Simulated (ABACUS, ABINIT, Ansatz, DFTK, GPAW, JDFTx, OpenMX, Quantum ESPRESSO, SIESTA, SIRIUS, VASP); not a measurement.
## KBr: programs and potentials compared

```
Br K
1.0
     0.00000    3.30000    3.30000
     3.30000    0.00000    3.30000
     3.30000    3.30000    0.00000
Br K
1 1
Direct
  0.50000 0.50000 0.50000
  0.00000 0.00000 0.00000
```

Alike in all runs: task single point; functional PBE; k mesh 7 × 7 × 7; occupations fermi-dirac, width 0.05 eV; no spin polarisation; no spin-orbit coupling. Pressure is positive in compression and, in plane waves, holds the error of the finite cutoff, which Ansatz's Pulay term estimates and takes out.

| program and potentials | plane-wave cutoff (eV) | notes | pressure (GPa) |
| --- | --- | --- | --- |
| SIESTA, files PseudoDojo sr-pbe-0.4.1-standard, DZP (energy shift 0.003 Ry; two zetas on semicore shells; d shell added on K) | - | atomic basis | 0.78 |
| Ansatz, all-electron LAPW, scalar-relativistic | - | - | 0.72 |
| ABACUS, PseudoDojo NC SR 0.4.1 PBE standard, plane waves | 1007 | - | 0.70 |
| JDFTx, PseudoDojo-SR-PBE-0.5-standard | 1007 | - | 0.70 |
| SIRIUS, PseudoDojo 0.4.1 PBE standard (scalar relativistic) | 1030 | - | 0.70 |
| ABINIT, JTH PAW PBE v2.0 | 435 | - | 0.71 |
| Quantum ESPRESSO, SSSP 1.3 efficiency PBE | 816 | - | 0.69 |
| GPAW, GPAW PAW data sets (gpaw-data 1.2.1) | 600 | - | 0.70 |
| OpenMX, OpenMX 2013 PBE set, Br7.0-s3p2d2, K10.0-s3p2d1, grid cutoff 260 Ry | - | atomic basis | 0.80 |
| Ansatz, Ansatz PAW (earlier soft set) | 420 | - | 0.72 |
| DFTK, PseudoDojo SR PBE 0.4.1 standard (PBE) | 1007 | - | 0.70 |
| VASP, PBE PAW files Br, K_sv, 520 eV | 520 | - | 0.75 |

The pressure spans 0.69 (Quantum ESPRESSO, SSSP 1.3 efficiency PBE) to 0.80 GPa (OpenMX, OpenMX 2013 PBE set, Br7.0-s3p2d2, K10.0-s3p2d1, grid cutoff 260 Ry), with all-electron results at 0.72. Rows in atomic bases carry the error of their basis and grid, which can be large.

Differences between rows come from potentials, basis sets and numerical settings, since the functional is the same but for its coding. Runs on potential files found faulty are left out.
